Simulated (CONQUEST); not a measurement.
The system is Fe.

```xyz
2
Lattice="2.8860 0.0000 0.0000 0.0000 2.8860 0.0000 0.0000 0.0000 2.8860" Properties=species:S:1:pos:R:3 pbc="T T T"
Fe    0.0000    0.0000    0.0000
Fe    1.4430    1.4430    1.4430
```

```yaml
Program: CONQUEST 1.3
Task: single point
Functional: PBEsol
Potentials_or_basis: PseudoDojo NC PBEsol, DZP, grid cutoff 150 Ha
k_mesh: 9 × 9 × 9
Occupations: fermi-dirac, width 0.05 eV
Spin: collinear spin, ferromagnetic start
Starting_moments: "[3.0, 3.0] μB"
```

On this cell: pressure -15.6 GPa; largest force zero by symmetry; net moment 4.71 μB per cell; site moments Fe +2.35 μB; band gap on the k mesh none (metal or under the smearing width).

The same run follows on a disturbed copy (atoms of the box moved at random, drawn with an rms of 0.05 Å):

```
Fe
1.0
     2.88600    0.00000    0.00000
     0.00000    2.88600    0.00000
     0.00000    0.00000    2.88600
Fe
2
Direct
  0.01863 0.99553 0.01329
  0.50274 0.48209 0.50617
```

Question: What does the disturbed cell give?

Answer: The energy (extrapolated to zero smearing) moves by +6.9 meV/atom; pressure -15.2 GPa; largest force 0.537 eV/Å; net moment 4.70 μB per cell; site moments Fe +2.35 μB; band gap on the k mesh none (metal or under the smearing width).

Forces on the atoms (eV/Å):
```
Fe  -0.378 -0.341 -0.156
Fe   0.383  0.326  0.188
```

Stress tensor (GPa, compression positive):
```
-15.32  -0.02   0.01
 -0.02 -15.33  -0.03
  0.01  -0.03 -15.07
```

The forces don't sum to zero, so they hold noise of the program's grid.

Caveats: moments can come out somewhat high in this basis; the basis of atomic orbitals isn't converged, which shifts pressures, moduli and gaps; the box holds several primitive cells, so bands are folded and the points are those of the box's own zone (some runs); so large a pressure means that the cell lies far from this level's equilibrium, or that cutoff or potentials fall short (some runs).
